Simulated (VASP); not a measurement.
The system is PbO2.

```
Pb O
1.0
     0.00000    2.70199    2.70199
     2.70199    0.00000    2.70199
     2.70199    2.70199    0.00000
Pb O
1 2
Direct
  0.99332 0.00413 0.01258
  0.75586 0.76400 0.75024
  0.24675 0.27276 0.23467
```

The cell comes from a database or a generator and needn't be the stable form of this composition.

The cell isn't the ideal one: atoms moved at random, drawn with an rms of 0.05 Å.

* Program: VASP 6.6.1
* Task: relaxation of the atoms
* Functional: BLYP
* Potentials or basis: VASP PAW PBE potentials, release 64 (Pb_d, O)
* Cutoff: 520 eV
* k mesh: 9 × 9 × 9
* Occupations: fermi-dirac, width 0.1 eV
* Spin: no spin polarisation

At the start: pressure 7.3 GPa; volume 13.15 Å³/atom.

Q: Where does the relaxation end?

A: Over 7 steps the energy falls by 9.4 meV/atom; space group Fm-3m (No. 225, to 0.05 Å).

Step by step:
```csv
step,energy change (eV),largest force (eV/Å),pressure (GPa)
1,0.0000,0.4951,7.25
2,-0.0135,0.3895,7.09
3,-0.0208,0.3092,6.98
4,-0.0243,0.2239,6.92
5,-0.0283,0.0268,6.86
6,-0.0283,0.0250,6.86
7,-0.0283,0.0050,6.86
```

Final structure:
```cif
data_structure
_symmetry_space_group_name_H-M 'P 1'
_symmetry_Int_Tables_number 1
_cell_length_a 3.8212
_cell_length_b 3.8212
_cell_length_c 3.8212
_cell_angle_alpha 60.000
_cell_angle_beta 60.000
_cell_angle_gamma 60.000
_cell_volume 39.45
loop_
_atom_site_label
_atom_site_type_symbol
_atom_site_fract_x
_atom_site_fract_y
_atom_site_fract_z
_atom_site_occupancy
Pb1 Pb 0.99332 0.00413 0.01258 1
O1 O 0.74331 0.75394 0.76261 1
O2 O 0.24333 0.25394 0.26256 1
```

Caveat: the PAW data sets were made with another functional, which shifts forces and pressure a little.
